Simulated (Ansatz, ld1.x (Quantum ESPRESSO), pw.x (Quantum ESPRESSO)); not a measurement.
**Tc: does the TM potential hold in the solid?**

ld1.x (Quantum ESPRESSO) 7.5 input, shortened:

```
&input
   title='Tc', zed=43., rel=1, dft='PBE', iswitch=3,
   config='[Kr] 4d5 5s0 5p0'
 /
 &inputp
   pseudotype=2, tm=.true., lloc=0,
   nlcc=.false.
 /
3
5P  2  1   0.00   0.00  2.35  2.35  0.0
4D  3  2   5.00   0.00  1.46  1.46  0.0
5S  1  0   0.00   0.00  2.50  2.50  0.0
 &test
   configts(1)='4d5 5s0 5p0'
 /
```

Crystal test: bcc Tc in pw.x 7.5, no spin, 15³ k-points, Fermi–Dirac smearing 0.01 Ry, cutoffs 75/300 Ry. The reference is all-electron LAPW (Ansatz 0.2.0) with the same functional, mesh and smearing; V0 and B0 come from Birch–Murnaghan fits to the pressures at five volumes. Errors are pseudo minus all-electron; Δ is the rms difference of the E(V) curves that follow from these fits, minima aligned, over ±6 % about the mean V0. Mesh and smearing are coarse, so the numbers serve the comparison and aren't converged zero-temperature values; the lattice is a test structure that the element need not adopt.

```
V (Å³/atom)  P all-electron (GPa)  P pseudo (GPa)
     13.899                 17.20           15.13
     14.265                  8.23            5.28
     14.631                  0.42           -3.25
     14.997                 -6.37          -10.63
     15.363                -12.28          -17.01
```

All-electron: a0 = 3.083 Å (V0 = 14.65 Å³/atom), B0 = 289.0 GPa.

Pseudopotential: mean pressure error (GPa): -3.53; a0 (Å): 3.071; a0 error (%): -0.38; B0 error (%): +15.0; Δ (meV/atom): 11.2. This is a poor potential for the solid.

Task: At the middle volume, how do free energy and pressure move when the wave cutoff is lowered (ecutrho kept at four times it)?

Result:

```csv
cutoff (Ry),shift of F (meV/atom),shift of P (GPa)
34,+1622.4,-70.16
45,+206.9,-13.43
60,+7.2,-0.71
```

The run at the middle volume (120 k-points, 12 iterations) took about 34 s on one core of a shared host (Neoverse-V1, 32 threads, 247 GiB, load 17).
